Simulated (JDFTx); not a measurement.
Hf:

```xyz
1
Lattice="-1.8050 1.8050 1.8050 1.8050 -1.8050 1.8050 1.8050 1.8050 -1.8050" Properties=species:S:1:pos:R:3 pbc="T T T"
Hf    0.0000    0.0000    0.0000
```

This isn't the form of Hf at room conditions, which is hcp.

| Property | Result |
| --- | --- |
| Program | JDFTx 1.7.0 (patched build) |
| Task | single point |
| Functional | PBE |
| Potentials or basis | PseudoDojo-SR-PBE-0.5-standard |
| Cutoff | 789 eV |
| Density cutoff | 3157 eV |
| k mesh | 10 × 10 × 10 |
| Occupations | fermi-dirac, width 0.05 eV |
| Spin | no spin polarisation |

On this cell: pressure -4.9 GPa; band gap on the k mesh none (metal or under the smearing width).

The same run follows on a disturbed copy (cell strained at random at fixed volume):

```
CELL_PARAMETERS angstrom
-1.73538 1.78809 1.84034
1.76840 -1.76106 1.84632
1.78180 1.80748 -1.81331
ATOMIC_POSITIONS crystal
Hf 0.98347 0.99320 0.98959
```

Question: What changes?

Answer: The energy (extrapolated to zero smearing) moves by +1.9 meV/atom; pressure -4.8 GPa; band gap on the k mesh none (metal or under the smearing width).

Stress tensor (GPa, compression positive):
```
-5.61 -1.23 -0.96
-1.23 -4.95 -0.80
-0.96 -0.80 -3.80
```
